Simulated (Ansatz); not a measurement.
# Sb: the cost of one run

Method: DFT, scalar-relativistic, functionals as named in each step, in Ansatz 0.2.0.

### 1 The system as given

The structure is trigonal, space group R-3m (No. 166). Conventional cell: a = 4.301 Å, b = 4.301 Å, c = 11.232 Å, α = 90.00°, β = 90.00°, γ = 120.00°. Sb (site symmetry 3m) is surrounded by 3 Sb at 2.90 Å.

As a file:

```
CELL_PARAMETERS angstrom
2.15060 1.24165 3.74400
-2.15060 1.24165 3.74400
0.00000 -2.48330 3.74400
ATOMIC_POSITIONS crystal
Sb 0.23364 0.23364 0.23364
Sb 0.76636 0.76636 0.76636
```

Atoms are numbered in the order of the input: Sb1, Sb2.

### 2 LDA, LAPW

File input.yaml:

```yaml
crystal:
  lattice:
    - [2.150600332, 1.2416496806, 3.744]
    - [-2.150600332, 1.2416496806, 3.744]
    - [0.0, -2.4832993611, 3.744]
  atoms:
    - { symbol: Sb, position: [0.23364, 0.23364, 0.23364] }
    - { symbol: Sb, position: [0.76636, 0.76636, 0.76636] }
kpoints:
  mp_grid: { grid: [9, 9, 9] }
  band_path:
    path:
      - [0.0, 0.0, 0.0]
      - [0.5, 0.5, 0.5]
      - [0.7600111779, 0.2399888221, 0.5]
      - [0.5, -0.2399888221, 0.2399888221]
      - [0.5, 0.0, 0.0]
      - [0.0, 0.0, 0.0]
      - [0.369994411, -0.369994411, 0.0]
      - [0.630005589, 0.0, 0.369994411]
      - [0.5, 0.0, 0.5]
    npoints: 5
scf:
  occupations: { method: fermi_dirac, width: 0.05 }
hamiltonian:
  xc: lda
  pseudopotentials: { kind: all_electron, lapw: { basis_error: 0.0005 } }
output:
  forces: true
  stress: true
  eigenvalues: true
```

Command:

```sh
$ ansatz run input.yaml --threads 1 --pin off --max-ram 2048MiB --backend cpu --events-out ev --progress --plain --runs-dir out
```

**Question.** How long does this run take on 1 thread of AMD EPYC 9R45 (Zen 5), shared host, and how much memory does it need?

About 9.4 s, with a peak of 0.49 GiB.
